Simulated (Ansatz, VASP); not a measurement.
# Si7Ge in VASP and in Ansatz

```
Si Ge
1.0
     5.17843    0.00000    0.00000
     0.00000    5.17843    0.00000
     0.00000    0.00000    5.17843
Si Ge
7 1
Direct
  0.25258 0.25258 0.25258
  0.00000 0.50000 0.50000
  0.50000 0.50000 0.00000
  0.50000 0.00000 0.50000
  0.74742 0.25258 0.74742
  0.74742 0.74742 0.25258
  0.25258 0.74742 0.74742
  0.00000 0.00000 0.00000
```

Alike in both runs: functional PBEsol; k mesh 8 × 8 × 8; occupations gaussian, width 0.01 eV; no spin polarisation.

Ansatz relaxed the structure, and its values are those at the end. VASP's run is a single point on that final structure, the one shown.

```csv
,VASP,Ansatz
version,VASP 6.6.1,Ansatz 0.2.0
potentials or method,"VASP PAW PBE potentials, release 64 (Si, Ge_d)","scalar-relativistic, plane waves, PAW"
plane-wave cutoff (eV),520,420
valence electrons in the cell,42,42
```

|  | VASP | Ansatz | Ansatz less VASP |
| --- | --- | --- | --- |
| gap on the k mesh at the Fermi level (eV) | none | none | - |
| pressure (GPa) | 20.2 | 20.0 | -0.14 |
| rms of the force components (eV/Å) | 0.006 | 0.001 | -0.0056 |

A gap of «none» marks a metal or a gap that the smearing closes.

Caveats: so large a pressure means that the cell lies far from this level's equilibrium, or that cutoff or potentials fall short (VASP); the potentials were made for another functional, which shifts forces and pressure (VASP).
